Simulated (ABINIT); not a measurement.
Mo:

```xyz
1
Lattice="-1.5838 1.5838 1.5838 1.5838 -1.5838 1.5838 1.5838 1.5838 -1.5838" Properties=species:S:1:pos:R:3 pbc="T T T"
Mo    0.0000    0.0000    0.0000
```

Base run:

| Item | Value |
| --- | --- |
| Program | ABINIT 10.8.3 (patched build) |
| Functional | WC |
| Potentials or basis | JTH PAW PBE v2.0 |
| Cutoff | 490 eV |
| k mesh | 12 × 12 × 12 |
| Occupations | fermi-dirac, width 0.05 eV |
| Spin | no spin polarisation |

Its results: band gap on the k mesh none (metal or under the smearing width); pressure -7.5 GPa.

**Question.** After a change of settings the same cell gave: band gap on the k mesh none (metal or under the smearing width); pressure 8.5 GPa. Which change was it?
A. functional from WC to SCAN
B. functional from WC to r2SCAN
C. functional from WC to BLYP
D. functional from WC to LDA

**Answer.** C.

BLYP binds less tightly than WC, so the same cell stands under more pressure.

Caveats: the PAW data sets were made with another functional, which shifts forces and pressure a little.

Runs at the PBE level aren't shown here.
